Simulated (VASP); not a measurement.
# GaAs in VASP 6.6.1, single-point calculation

INCAR

```
PREC = Accurate
LWAVE = .FALSE.
ENCUT = 520
IBRION = -1
GGA = PE
SIGMA = 0.005
ISIF = 2
LREAL = .FALSE.
EDIFF = 1E-6
LASPH = .TRUE.
NELM = 120
NSW = 0
LCHARG = .FALSE.
NBANDS = 16
ISMEAR = -4
```

KPOINTS

```
KPOINTS created by Atomic Simulation Environment
0
Gamma
8 8 8
0 0 0
```

POSCAR

```
Ga As
 1.0000000000000000
     0.0000000000000000    2.8330831925000002    2.8330831925000002
     2.8619806410000002    0.0000000000000000    2.8330831925000002
     2.8619806410000002    2.8330831925000002    0.0000000000000000
 Ga  As
   1   1
Cartesian
  0.0000000000000000  0.0000000000000000  0.0000000000000000
  1.4309903205000001  1.4165415962500001  1.4165415962500001
```

The recommended PBE PAW datasets give the neutral cell 18 valence electrons.

Command

```
mpirun -np 1 vasp_std
```

Problem. Predict the outcome of this run.

Solution. It converged. Results: gap between bands v and c on the k mesh 0.37 eV; least direct gap on the k mesh 0.37 eV; pressure 2.2 GPa. Band v is the last that the valence electrons fill when counted band by band, and c is the next.

OSZICAR

```
N       E                     dE             d eps       ncg     rms          rms(c)
DAV:   1     0.845539274914E+02    0.84554E+02   -0.88847E+03  1952   0.151E+03
DAV:   2    -0.153459528972E+01   -0.86089E+02   -0.82566E+02  2168   0.314E+02
DAV:   3    -0.830609168845E+01   -0.67715E+01   -0.67473E+01  2328   0.666E+01
DAV:   4    -0.841567156687E+01   -0.10958E+00   -0.10956E+00  2352   0.941E+00
DAV:   5    -0.841714179814E+01   -0.14702E-02   -0.14702E-02  2400   0.101E+00    0.285E+00
DAV:   6    -0.827749305175E+01    0.13965E+00   -0.21166E-01  2864   0.779E+00    0.172E+00
DAV:   7    -0.825866716563E+01    0.18826E-01   -0.61897E-02  2360   0.177E+00    0.559E-01
DAV:   8    -0.825952063357E+01   -0.85347E-03   -0.10090E-02  2256   0.113E+00    0.104E-01
DAV:   9    -0.825992147166E+01   -0.40084E-03   -0.93671E-04  2360   0.365E-01    0.512E-02
DAV:  10    -0.825998819749E+01   -0.66726E-04   -0.70730E-05  2528   0.842E-02    0.279E-02
DAV:  11    -0.826003978231E+01   -0.51585E-04   -0.73029E-05  2136   0.635E-02    0.327E-03
DAV:  12    -0.826004007171E+01   -0.28939E-06   -0.11125E-06  2000   0.148E-02
   1 F= -.82600401E+01 E0= -.82600401E+01  d E =0.000000E+00
```

For comparison, a separate PBE run of the intended cell, on usual settings and not on those above, gives a gap of 0.37 eV on its mesh and a pressure of 2.2 GPa.
